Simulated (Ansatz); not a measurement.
A crystal relaxed with r2SCAN in Ansatz has space group Fm-3m (No. 225) and a = 5.160 Å.

```csv
atom,site,x,y,z
Xx,4a,0.0000,0.0000,0.0000
O,4b,0.5000,0.0000,0.0000
```

With r2SCAN the valence top lies at Γ and the conduction bottom at X, 3.80 eV higher; the smallest vertical gap, at X, is 3.88 eV. The HSE06 gap is indirect, 4.79 eV (Γ to X), below the direct gap of 4.89 eV at X. The PBE gap is indirect, 3.32 eV (Γ to X), below the direct gap of 3.40 eV at X. Meshes: r2SCAN 8×8×8, HSE06 6×6×6, PBE 8×8×8. r2SCAN's ε∞ is 3.5 in all directions.

Task: Which element is Xx?
A. Sr
B. Be
C. Mg
D. Ca

Result: A. Xx is Sr: SrO (rocksalt). Around Sr lie 6 O at 2.58 Å; around O lie 6 Sr at 2.58 Å.

Spin-unpolarised throughout; all numbers are computed.

The meshes of the hybrids are coarse, so their gaps aren't converged to the digits shown.
